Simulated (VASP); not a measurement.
Input of a VASP 6.6.1 run:

The input INCAR:

```
PREC = Accurate
ENCUT = 600
EDIFF = 1E-7
ISMEAR = 1
SIGMA = 0.1
LREAL = False
LASPH = True
NELM = 80
ALGO = Normal
ISIF = 3
LWAVE = False
LCHARG = False
GGA = PS
IBRION = 2
NSW = 90
EDIFFG = -0.005
KPAR = 2
```

The input KPOINTS:

```
Automatic mesh
0
Gamma
  10 10 10
```

The input POSCAR:

```
K                                       
1.0
   -2.6125000000      2.6125000000      2.6125000000
    2.6125000000     -2.6125000000      2.6125000000
    2.6125000000      2.6125000000     -2.6125000000
  K             
     1
Direct
     0.0000000000000000    0.0000000000000000    0.0000000000000000
```

Potentials or basis: VASP PAW PBE potentials, release 64 (K_sv).

Run with:

```bash
$ cat potpaw_PBE.64/K_sv/POTCAR > POTCAR
$ mpirun -np 2 vasp_std > vasp.out
```

(1) Estimate the relaxed cell.

(2) Predict the band gap on the k mesh.

(3) What does it give for the relaxed volume?

## Answers

(1) a = 4.518 Å, b = 4.518 Å, c = 4.518 Å, α = 109.47°, β = 109.47°, γ = 109.47°.

(2) none (metal or under the smearing width).

(3) 71.01 Å³/atom.

Caveat: the PAW data sets were made with another functional, which shifts forces and pressure a little.
